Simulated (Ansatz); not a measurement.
## Spinel MgAl₂O₄

Computed with r²SCAN0 (PAW; Ansatz, a quantum-chemistry and plane-wave program).

Settings: plane-wave cutoff 520 eV, 6×6×6 k mesh, Fermi–Dirac smearing 0.01 eV, scalar-relativistic PAW data made under PBE.

Cell (measured lattice):

```xyz
14
Lattice="0.0000 4.0416 4.0416 4.0416 0.0000 4.0416 4.0416 4.0416 0.0000" Properties=species:S:1:pos:R:3 pbc="T T T"
Mg     0.0000     0.0000     0.0000
Mg     2.0208     2.0208     2.0208
Al     3.0312     5.0520     3.0312
Al     5.0520     3.0312     3.0312
Al     3.0312     3.0312     5.0520
Al     5.0520     5.0520     5.0520
O      4.9526     3.1306     4.9526
O      6.9734     5.1514     5.1514
O      4.9526     4.9526     3.1306
O      5.1514     6.9734     5.1514
O      3.1306     3.1306     3.1306
O      6.9734     6.9734     6.9734
O      3.1306     4.9526     4.9526
O      5.1514     5.1514     6.9734
```

- band gap: 8.47 eV
- smallest direct gap on the k points sampled: 8.48 eV

Measured, for comparison: band gap 7.8 eV (temperature not stated, no zero-point or thermal correction; as tabulated in Neo et al. (2023), doi:10.1002/gch2.202200236). Computed (rounded) less measured: band gap +0.67 eV.

Note: cell and atoms aren't relaxed at this level (largest force component 0.45 eV/Å, pressure -5.1 GPa).
